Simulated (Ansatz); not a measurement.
A plane-wave DFT run in Ansatz 0.2.0 (scalar-relativistic PAW potentials unless the input names others): input and command.

```yaml
crystal:
  lattice:
    - [4.2142044188, 0.0, 0.0042288317]
    - [0.0, 4.2142065406, 0.0]
    - [-2.1051736285, 0.0, 1.9504544755]
  atoms:
    - { symbol: Al, position: [0.0, 0.0, 0.0] }
    - { symbol: Al, position: [0.5, 0.5, 0.0] }
basis:
  ecutwfc: 420
kpoints:
  mp_grid: { grid: [8, 8, 18] }
hamiltonian:
  xc: pbe
scf:
  occupations: { method: gaussian, width: 0.1 }
  algorithm: direct_min
output:
  forces: true
  eigenvalues: true
  stress: true
```

```bash
ansatz run input.yaml --threads 4 --pin off --max-ram 8192MiB --backend cpu --events-out ev --progress --plain --runs-dir out
```

Abridged log:
```
Basis set: ecut = 420 eV, 663 PW (Γ), exchange–correlation on 60×60×40 points (8 copies of the dense FFT grid, shifted against one another)
Bands: 7, of which v1, the nominal top of the filled ones, is band 3 counted from 1 (2 counted from 0)
Symmetry: 8 space group operations
k-points: 370 of 1152
SCF iter   1: F=—  HF=-1074.962935 eV  |F-HF|=—  |Δ(HF+E_count)|=         —  Δρ=4.80e-4  dr2=4.19e-5  ethr=1.77e-3  ⟨swp⟩=9.0  Hψ=15822  notcnv=4
SCF iter   2: F=—  HF=-1074.963242 eV  |F-HF|=—  |Δ(HF+E_count)|=   3.06e-4  Δρ=3.37e-5  dr2=3.06e-7  ethr=5.11e-9  ⟨swp⟩=3.3  Hψ=11650  notcnv=0  defer=14
SCF iter   3: F=-1074.963242 eV  HF=-1074.963242 eV  |F-HF|=3.65e-10  |Δ(HF+E_count)|=   3.43e-9  Δρ=1.25e-6  dr2=5.99e-10  ethr=5.09e-9  ⟨swp⟩=2.0  Hψ=3801  notcnv=0  defer=15
the search or the solves at the SCF's close seem to have found levels that the self-consistency loop had missed (the run counts 17). By its estimate they hold under 1e-12 electrons; where the run keeps them, the occupations were computed again with them
SCF 1 converged in 3 iterations: F = -1074.963242 eV  dr2 = 5.99e-10
  Residual-converged pass: ⟨swp⟩=3.1  Hψ=4919  notcnv=0  max |occ|·‖R‖ = 6.6e-6 eV (tolerance 6.7e-6 eV) dr2=9.76e-10  dr2_onsite=1.58e-10  max |Δocc| = 3.9e-8
SCF converged after 3 iterations
Stability not checked: this state was not tested for a lower state beside it, because a direct minimisation reached the state, and no test of it is asked (direct_minimisation; see scf.lower_state_search)
Free energy (F): -1074.963242 eV
Harris-Foulkes:  -1074.963242 eV  (|F-HF|=3.65e-10)
Internal energy: -1074.959009 eV  (E = F + TS)
E sigma→0 (E₀):  -1074.961125 eV
Entropy (-TS):   -0.004233 eV (-2.116 meV/atom)
Fermi energy:    7.407079 eV
--- Forces (eV/Å), atoms counted from 1 ---
  atom   1  Al     0.00000000     0.00000000     0.00000000
  atom   2  Al     0.00000000     0.00000000     0.00000000
--- Stress (GPa, compression-positive) ---
       -5.057375       0.000000      -0.021288
        0.000000      -4.513609       0.000000
       -0.021288       0.000000       0.049869
  P = ⅓ Tr σ = -3.1737 GPa (-31.737 kbar)
```

Apart from outputs, empty bands and the relaxation, which only the reference makes, the input differs from a reference run on usual settings in scf.algorithm: not typed → "direct_min". The reference, at the same geometry, ended its own course with pressure -3.17 GPa, largest force 0.000 eV/Å, no gap on the mesh. This run converged in 3 SCF iterations with an energy at zero smearing within 0.01 meV/atom of the reference's, pressure -3.17 GPa, largest force 0.000 eV/Å, no gap on the mesh.

It took 2.8 s on 4 threads of Arm Neoverse V1, with other jobs on the host, peak memory 0.43 GiB.